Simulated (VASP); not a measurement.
# KTaO3: how numerical settings change the zone-centre modes

How far do the zone-centre frequencies of KTaO3 depend on the numerical settings? The starting structure is a measured crystal structure from the Crystallography Open Database.

Program: VASP 6.6.1. Level of theory: Kohn-Sham DFT with plane waves and PAW; LDA. Results are calculated unless marked as measured.

## (1) The starting structure

Symmetry: Pm-3m, No. 221, cubic system. Conventional cell: a = 3.988 Å, b = 3.988 Å, c = 3.988 Å, α = 90.00°, β = 90.00°, γ = 90.00°. Nearest to Ta lie 6 O at 1.99 Å. K has 12 O at 2.82 Å nearest. O has 2 Ta at 1.99 Å and 4 K at 2.82 Å nearest. Farther neighbours and most contacts between anions are not listed.

Coordinates:

```xyz
5
Lattice="3.9883 0.0000 0.0000 0.0000 3.9883 0.0000 0.0000 0.0000 3.9883" Properties=species:S:1:pos:R:3 pbc="T T T"
Ta    0.0000    0.0000    0.0000
K     1.9942    1.9942    1.9942
O     0.0000    0.0000    1.9942
O     0.0000    1.9942    0.0000
O     1.9942    0.0000    0.0000
```

## (2) Reference modes

The cell comes from a relaxation at this level, not shown (62.10 Å³).

Contents of INCAR:

```
SYSTEM = KTaO3
PREC = Accurate
ENCUT = 520
EDIFF = 1E-08
NELM = 100
ISMEAR = 0
SIGMA = 0.03
LREAL = .FALSE.
ALGO = Normal
GGA = CA
NBANDS = 25
LORBIT = 11
LWAVE = .FALSE.
LCHARG = .FALSE.
KPAR = 4
IBRION = 8
LEPSILON = .TRUE.
ISIF = 2
```

Contents of POSCAR:

```
KTaO3
1.0
    3.9600151627      0.0000000000      0.0000000000
    0.0000000000      3.9600151627      0.0000000000
    0.0000000000      0.0000000000      3.9600151627
Ta K O
1 1 3
Direct
    0.0000000000      0.0000000000      0.0000000000
    0.5000000000      0.5000000000      0.5000000000
    0.0000000000      0.0000000000      0.5000000000
    0.0000000000      0.5000000000      0.0000000000
    0.5000000000      0.0000000000      0.0000000000
```

Contents of KPOINTS:

```
Automatic mesh
0
Gamma
6 6 6
0 0 0
```

PAW data sets: Ta_pv, K_sv and O (LDA family, release 64).

Started as:

```sh
> mpirun -np 4 vasp_std
```

The log of the run:

```text
[banner, memory and clock lines left out]
running    4 mpi-ranks, on    1 nodes
 distrk:  each k-point on    1 cores,    4 groups
 distr:  one band on    1 cores,    1 groups

 POSCAR found type information on POSCAR TaK O
 POSCAR found :  3 types and       5 ions
 LDA part: xc-table for (Slater(with rela. corr.)+CA(PZ))
 , standard interpolation
 POSCAR, INCAR and KPOINTS ok, starting setup
 FFT: planning ... GRIDC
 FFT: planning ... GRID_SOFT
 FFT: planning ... GRID
 WAVECAR not read
 entering main loop
       N       E                     dE             d eps       ncg     rms          rms(c)
DAV:   1     0.329903009911E+03    0.32990E+03   -0.20905E+04  1000   0.154E+03
DAV:   2    -0.333987711151E+02   -0.36330E+03   -0.35355E+03  1172   0.441E+02
DAV:   3    -0.528017773739E+02   -0.19403E+02   -0.19340E+02  1479   0.982E+01
DAV:   4    -0.533026879579E+02   -0.50091E+00   -0.49990E+00  1607   0.114E+01
DAV:   5    -0.533069369031E+02   -0.42489E-02   -0.42475E-02  1373   0.958E-01    0.353E+01
DAV:   6    -0.453861980767E+02    0.79207E+01   -0.38385E+01  1250   0.424E+01    0.142E+01
DAV:   7    -0.451581914790E+02    0.22801E+00   -0.22414E+00  1330   0.963E+00    0.936E+00
DAV:   8    -0.450686549907E+02    0.89536E-01   -0.35895E-01  1276   0.499E+00    0.180E+00
DAV:   9    -0.450590687168E+02    0.95863E-02   -0.28386E-02  1288   0.130E+00    0.238E-01
DAV:  10    -0.450579419163E+02    0.11268E-02   -0.92886E-03  1363   0.656E-01    0.960E-02
DAV:  11    -0.450578784422E+02    0.63474E-04   -0.79178E-04  1386   0.193E-01    0.310E-02
DAV:  12    -0.450578802803E+02   -0.18381E-05   -0.27636E-05  1491   0.402E-02    0.667E-03
DAV:  13    -0.450578797954E+02    0.48482E-06   -0.25583E-06  1286   0.121E-02    0.376E-03
DAV:  14    -0.450578797663E+02    0.29157E-07   -0.23566E-07  1458   0.344E-03    0.103E-03
DAV:  15    -0.450578797648E+02    0.15070E-08   -0.19178E-08  1062   0.124E-03
   1 F= -.45057880E+02 E0= -.45057880E+02  d E =-.246717E-33
 Linear response reoptimize wavefunctions to high precision
DAV:   1    -0.450578797649E+02   -0.90949E-10   -0.45820E-09  1083   0.607E-04
DAV:   2    -0.450578797649E+02   -0.38199E-10   -0.55457E-10   827   0.172E-04
 Linear response G [H, r] |phi>, progress :
  Direction:   1
       N       E                     dE             d eps       ncg     rms
RMM:   1    -0.135016075676E+03   -0.13502E+03    0.71308E+02  1701   0.195E+02
RMM:   2    -0.129259788001E+03    0.57563E+01   -0.31110E+01  1675   0.347E+01
RMM:   3    -0.129785499729E+03   -0.52571E+00   -0.41645E+00  1973   0.741E+00
RMM:   4    -0.129853937947E+03   -0.68438E-01   -0.75798E-01  2164   0.236E+00
RMM:   5    -0.129870225061E+03   -0.16287E-01   -0.20099E-01  2267   0.106E+00
RMM:   6    -0.129876417146E+03   -0.61921E-02   -0.74906E-02  2339   0.531E-01
RMM:   7    -0.129878721567E+03   -0.23044E-02   -0.13356E-02  2375   0.301E-01
RMM:   8    -0.129878433842E+03    0.28772E-03   -0.68595E-03  2407   0.189E-01
RMM:   9    -0.129877914695E+03    0.51915E-03    0.24840E-02  2380   0.130E-01
RMM:  10    -0.129878274719E+03   -0.36002E-03   -0.80058E-03  2321   0.972E-02
RMM:  11    -0.129877766502E+03    0.50822E-03   -0.10647E-02  2260   0.769E-02
RMM:  12    -0.129877284054E+03    0.48245E-03    0.83922E-03  2223   0.646E-02
RMM:  13    -0.129877121671E+03    0.16238E-03    0.87004E-03  2202   0.573E-02
RMM:  14    -0.129876861332E+03    0.26034E-03    0.45685E-03  2215   0.530E-02
RMM:  15    -0.129877106021E+03   -0.24469E-03    0.12332E-02  2222   0.502E-02
RMM:  16    -0.129876993267E+03    0.11275E-03   -0.52725E-03  2235   0.485E-02
RMM:  17    -0.129877146367E+03   -0.15310E-03    0.13658E-02  2242   0.475E-02
RMM:  18    -0.129877034763E+03    0.11160E-03   -0.92764E-03  2252   0.467E-02
 Linear response G [H, r] |phi>, progress :
  Direction:   2
       N       E                     dE             d eps       ncg     rms
RMM:   1    -0.147741852208E+03   -0.14774E+03    0.55564E+02  1682   0.195E+02
RMM:   2    -0.148126912227E+03   -0.38506E+00   -0.34088E+01  1614   0.372E+01
RMM:   3    -0.148708816080E+03   -0.58190E+00   -0.46284E+00  2007   0.857E+00
RMM:   4    -0.148833878347E+03   -0.12506E+00   -0.79596E-01  2207   0.284E+00
RMM:   5    -0.148875188505E+03   -0.41310E-01   -0.15588E-01  2328   0.127E+00
RMM:   6    -0.148888371077E+03   -0.13183E-01   -0.40028E-02  2339   0.629E-01
RMM:   7    -0.148892070439E+03   -0.36994E-02   -0.66206E-03  2418   0.361E-01
RMM:   8    -0.148893322245E+03   -0.12518E-02    0.61524E-03  2429   0.222E-01
RMM:   9    -0.148893851966E+03   -0.52972E-03   -0.33908E-02  2407   0.156E-01
RMM:  10    -0.148894393922E+03   -0.54196E-03    0.24743E-03  2369   0.115E-01
RMM:  11    -0.148894581854E+03   -0.18793E-03    0.57814E-03  2306   0.932E-02
RMM:  12    -0.148895018436E+03   -0.43658E-03   -0.91704E-03  2263   0.792E-02
RMM:  13    -0.148895240171E+03   -0.22173E-03   -0.50000E-03  2249   0.709E-02
RMM:  14    -0.148895435840E+03   -0.19567E-03   -0.78175E-03  2254   0.653E-02
RMM:  15    -0.148895417038E+03    0.18802E-04   -0.97526E-03  2262   0.619E-02
RMM:  16    -0.148895359824E+03    0.57214E-04   -0.54465E-03  2260   0.595E-02
RMM:  17    -0.148895347836E+03    0.11988E-04   -0.61449E-03  2287   0.581E-02
RMM:  18    -0.148895305603E+03    0.42233E-04   -0.23168E-03  2296   0.572E-02
[...]
RMM:   7    -0.306897437159E+00   -0.99242E-05   -0.20757E-05  4198   0.969E-03    0.153E-03
RMM:   8    -0.306895292686E+00    0.21445E-05   -0.11048E-05  4402   0.513E-03    0.916E-04
RMM:   9    -0.306892420036E+00    0.28727E-05    0.50146E-07  4350   0.324E-03    0.764E-04
RMM:  10    -0.306887602052E+00    0.48180E-05   -0.32270E-06  4308   0.239E-03    0.800E-05
RMM:  11    -0.306886886174E+00    0.71588E-06   -0.10627E-07  4479   0.180E-03    0.860E-05
RMM:  12    -0.306886426164E+00    0.46001E-06   -0.37680E-06  4578   0.152E-03    0.667E-05
RMM:  13    -0.306885463222E+00    0.96294E-06    0.16152E-07  4542   0.138E-03    0.575E-05
RMM:  14    -0.306885978844E+00   -0.51562E-06   -0.11596E-06  4593   0.129E-03    0.584E-05
RMM:  15    -0.306885559446E+00    0.41940E-06    0.66491E-07  4635   0.124E-03    0.717E-06
RMM:  16    -0.306885539381E+00    0.20064E-07   -0.60361E-07  4704   0.121E-03    0.871E-06
RMM:  17    -0.306885468402E+00    0.70980E-07    0.10203E-06  4712   0.119E-03    0.733E-06
RMM:  18    -0.306885325776E+00    0.14263E-06   -0.85180E-07  4734   0.118E-03    0.103E-05
RMM:  19    -0.306885405857E+00   -0.80082E-07   -0.46087E-08  4626   0.117E-03    0.107E-05
RMM:  20    -0.306885436261E+00   -0.30404E-07   -0.75583E-07  4544   0.117E-03    0.104E-05
RMM:  21    -0.306885357739E+00    0.78522E-07   -0.47680E-07  4501   0.117E-03    0.123E-05
 first order change of Fermi-energy  -0.64592E-02
 force on displaced ion       2 direction 1 :  -3.940  -0.000   0.000
 Born effective charge ion    2 direction 1 :   1.153   0.000   0.000
 Linear response progress:
  Degree of freedom:   3/  4
       N       E                     dE             d eps       ncg     rms          rms(c)
RMM:   1    -0.365554821008E+00   -0.36555E+00    0.22681E-01  6194   0.264E+00
RMM:   2    -0.359992228753E+00    0.55626E-02   -0.11190E-02  5398   0.458E-01    0.117E-01
RMM:   3    -0.361186814541E+00   -0.11946E-02   -0.20251E-03  5374   0.156E-01    0.578E-02
RMM:   4    -0.362616237419E+00   -0.14294E-02   -0.57563E-04  5361   0.106E-01    0.144E-02
RMM:   5    -0.362681613358E+00   -0.65376E-04   -0.74899E-05  6250   0.305E-02    0.422E-03
RMM:   6    -0.362692179045E+00   -0.10566E-04   -0.14009E-05  6961   0.104E-02    0.236E-03
RMM:   7    -0.362690096053E+00    0.20830E-05   -0.41301E-06  6756   0.518E-03    0.733E-04
RMM:   8    -0.362689474451E+00    0.62160E-06   -0.16773E-06  7203   0.294E-03    0.343E-04
RMM:   9    -0.362691064444E+00   -0.15900E-05   -0.17745E-06  7202   0.192E-03    0.166E-04
RMM:  10    -0.362690486577E+00    0.57787E-06   -0.26216E-07  7320   0.149E-03    0.581E-05
RMM:  11    -0.362690491554E+00   -0.49768E-08   -0.36474E-07  7453   0.126E-03    0.527E-05
RMM:  12    -0.362690551369E+00   -0.59815E-07   -0.10060E-06  7504   0.114E-03    0.172E-05
RMM:  13    -0.362690574530E+00   -0.23161E-07   -0.25630E-07  7567   0.106E-03    0.125E-05
RMM:  14    -0.362690579900E+00   -0.53703E-08   -0.90381E-07  7516   0.101E-03    0.111E-05
RMM:  15    -0.362690593046E+00   -0.13146E-07   -0.10842E-06  7481   0.983E-04    0.586E-06
RMM:  16    -0.362690553231E+00    0.39815E-07   -0.48710E-07  7435   0.962E-04    0.540E-06
RMM:  17    -0.362690538306E+00    0.14925E-07   -0.47569E-07  7411   0.950E-04    0.906E-06
RMM:  18    -0.362690576398E+00   -0.38092E-07   -0.81026E-07  7452   0.942E-04    0.137E-05
RMM:  19    -0.362690580775E+00   -0.43766E-08   -0.82109E-07  7256   0.937E-04    0.141E-05
RMM:  20    -0.362690523793E+00    0.56982E-07   -0.67783E-07  7224   0.934E-04    0.148E-05
RMM:  21    -0.362690555752E+00   -0.31959E-07   -0.57730E-07  7295   0.931E-04    0.123E-05
RMM:  22    -0.362690565586E+00   -0.98342E-08   -0.60327E-07  7298   0.930E-04    0.118E-05
RMM:  23    -0.362690614130E+00   -0.48544E-07   -0.99510E-07  7369   0.928E-04    0.112E-05
RMM:  24    -0.362690578711E+00    0.35419E-07   -0.86749E-07  7286   0.928E-04    0.112E-05
 first order change of Fermi-energy  -0.59676E-01
 force on displaced ion       3 direction 1 :  -4.269   0.000   0.000
 Born effective charge ion    3 direction 1 :  -1.713   0.000   0.000
 Linear response progress:
  Degree of freedom:   4/  4
       N       E                     dE             d eps       ncg     rms          rms(c)
RMM:   1    -0.378498249111E+00   -0.37850E+00    0.29872E-01  3898   0.288E+00
RMM:   2    -0.369369673024E+00    0.91286E-02   -0.11951E-02  3362   0.527E-01    0.202E-01
RMM:   3    -0.370531983162E+00   -0.11623E-02   -0.35669E-03  3195   0.246E-01    0.110E-01
RMM:   4    -0.372279919972E+00   -0.17479E-02   -0.11970E-03  3344   0.152E-01    0.376E-02
RMM:   5    -0.372632352507E+00   -0.35243E-03   -0.12416E-04  3656   0.493E-02    0.555E-03
RMM:   6    -0.372642212152E+00   -0.98596E-05   -0.24205E-05  3967   0.142E-02    0.368E-03
RMM:   7    -0.372618120839E+00    0.24091E-04   -0.56678E-06  3744   0.753E-03    0.917E-04
RMM:   8    -0.372628278052E+00   -0.10157E-04   -0.22444E-06  4042   0.385E-03    0.257E-04
RMM:   9    -0.372628457230E+00   -0.17918E-06   -0.55650E-06  4414   0.222E-03    0.143E-04
RMM:  10    -0.372628511840E+00   -0.54610E-07    0.14743E-06  4412   0.161E-03    0.423E-05
RMM:  11    -0.372627916072E+00    0.59577E-06   -0.54420E-07  4423   0.134E-03    0.259E-05
RMM:  12    -0.372628051951E+00   -0.13588E-06   -0.32090E-07  4617   0.119E-03    0.153E-05
RMM:  13    -0.372628024782E+00    0.27169E-07   -0.36496E-07  4532   0.111E-03    0.853E-06
RMM:  14    -0.372628049961E+00   -0.25179E-07   -0.14684E-07  4554   0.106E-03    0.484E-06
RMM:  15    -0.372628040116E+00    0.98451E-08   -0.28448E-07  4575   0.103E-03    0.428E-06
RMM:  16    -0.372628041023E+00   -0.90662E-09   -0.55393E-07  4580   0.101E-03    0.154E-06
RMM:  17    -0.372628008355E+00    0.32667E-07    0.51047E-07  4481   0.100E-03    0.266E-06
RMM:  18    -0.372628002747E+00    0.56085E-08   -0.66766E-07  4392   0.994E-04    0.177E-06
RMM:  19    -0.372628015117E+00   -0.12370E-07   -0.16956E-07  4367   0.991E-04    0.277E-06
RMM:  20    -0.372628015420E+00   -0.30392E-09   -0.55436E-07  4361   0.988E-04    0.286E-06
RMM:  21    -0.372628068906E+00   -0.53486E-07   -0.24953E-07  4484   0.987E-04    0.278E-06
RMM:  22    -0.372628028027E+00    0.40880E-07   -0.62355E-07  4424   0.985E-04    0.304E-06
 first order change of Fermi-energy   0.44398E-01
 force on displaced ion       3 direction 3 :  -0.000  -0.000 -13.823
 Born effective charge ion    3 direction 3 :   0.000   0.000  -6.606
 Born effective charges drift removed
 Linear response finished
```

Run time: 4 min. Hardware: 4 MPI ranks of AMD EPYC 9R14 (Zen 4), shared host; peak memory 1.8 GiB.

The logs omit lines about the potential files and the build; timing stands in the text.

(Continued in part 2 of 3.)

[Lines on the potential files, build, host, timing and source positions are cut from VASP's logs without a mark.]

[Logs are printed without paths, hosts, clocks, repeated set-up lines and the standing remarks that a program may print on its own settings, such as how far it seeks lower states.]

[Hosts, paths, dates, database ids (printed as entryN), source tags and the programs' standing remarks are cut or masked in the printed files.]
